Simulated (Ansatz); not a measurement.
## Random displacements in C

All numbers below come from Ansatz 0.2.0, DFT LDA, scalar-relativistic, plane waves, PAW. The runs took a 420 eV cutoff, a Γ-centred 12×12×10 mesh and Gaussian smearing (0.15 eV). No spin polarisation. Energies are free energies at this smearing, counted from the undisturbed cell; pressure is positive in compression.

The undisturbed cell (relaxed at this level; this form isn't the usual structure):

```xyz
10
Lattice="4.7750 0.0000 0.0000 -2.3875 4.1352 0.0000 0.0000 0.0000 4.1320" Properties=species:S:1:pos:R:3 pbc="T T T"
C     2.3875    1.3784    0.7581
C     0.0000    2.7568    0.7581
C     2.3875    1.3784    3.3739
C     0.0000    2.7568    3.3739
C     1.1937    2.0676    1.4029
C    -1.1937    2.0676    1.4029
C     2.3875    0.0000    1.4029
C     1.1937    2.0676    2.7290
C     2.3875    0.0000    2.7290
C    -1.1937    2.0676    2.7290
```

The atoms are displaced (Å, in the unstrained cell):

| atom | ux | uy | uz |
| --- | --- | --- | --- |
| C1 | 0.020 | 0.011 | -0.001 |
| C2 | -0.015 | 0.031 | 0.034 |
| C3 | -0.022 | -0.004 | 0.009 |
| C4 | 0.031 | 0.006 | -0.005 |
| C5 | -0.009 | 0.013 | -0.014 |
| C6 | -0.033 | 0.058 | 0.003 |
| C7 | 0.089 | 0.011 | 0.012 |
| C8 | -0.029 | -0.071 | -0.007 |
| C9 | -0.022 | -0.052 | -0.021 |
| C10 | -0.009 | -0.002 | -0.009 |

Strain (Voigt, engineering shear): (0.0342, -0.0036, 0.0260, 0.0269, -0.0247, -0.0016).

Q: What are the energy change, the stress and the forces?

A: ΔE = 70.4 meV/atom; stress (xx, yy, zz, yz, xz, xy; compression positive) (-16.92, -1.58, -25.28, -5.99, 6.39, -0.19) GPa.
| atom | Fx (eV/Å) | Fy | Fz |
| --- | --- | --- | --- |
| C1 | -0.69 | 0.58 | 0.15 |
| C2 | 0.66 | -0.63 | -1.60 |
| C3 | 0.66 | -0.43 | -0.84 |
| C4 | -1.14 | -1.65 | 0.48 |
| C5 | -0.13 | -1.11 | 1.88 |
| C6 | 0.47 | -0.22 | 0.67 |
| C7 | -1.26 | 0.01 | 0.07 |
| C8 | 0.47 | 0.93 | -0.99 |
| C9 | 1.38 | 2.15 | 0.37 |
| C10 | -0.42 | 0.36 | -0.20 |

Cost: 1 run of about 2.7 core-minutes, on Oxide Virtual Turin-like Processor (Zen 5) (shared hosts).